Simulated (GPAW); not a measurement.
Runs of GPAW 26.7.0 on TiC. The structure is cubic, space group Fm-3m (No. 225). Conventional cell: a = 4.331 Å, b = 4.331 Å, c = 4.331 Å, α = 90.00°, β = 90.00°, γ = 90.00°. Around Ti (site symmetry m-3m) lie 6 C at 2.17 Å. Around C (site symmetry m-3m) lie 6 Ti at 2.17 Å. The cell is a database's computed one.

```tsv
level	gap on the mesh (eV)	pressure (GPa)	relaxed volume (Å³/atom)
PBEsol+D3(BJ)+ATM	none	0.0	9.73
PBEsol	none	0.1	(b)
PBEsol+D3(BJ)	none	0.0	9.68
PBEsol+D4	none	0.2	(a)
PBEsol+D3	none	0.3	9.76
```

Alike in all rows: task relaxation of cell and atoms; potentials or basis PAW data sets generated in the run's folder for this functional, pw; no spin polarisation; cell relaxed; k mesh 11 × 11 × 11; cutoff (eV) 800; smearing fermi-dirac 0.05 eV.

Question: Fill in the values left out.

Answer: (a) 9.82; (b) 9.93.

Caveats: later steps reuse the first step's grids; pairwise dispersion overbinds metals, which lowers pressure and volume (some runs).

A gap of «none» marks a metal or a gap under the smearing width.

Runs at the PBE level aren't shown here.
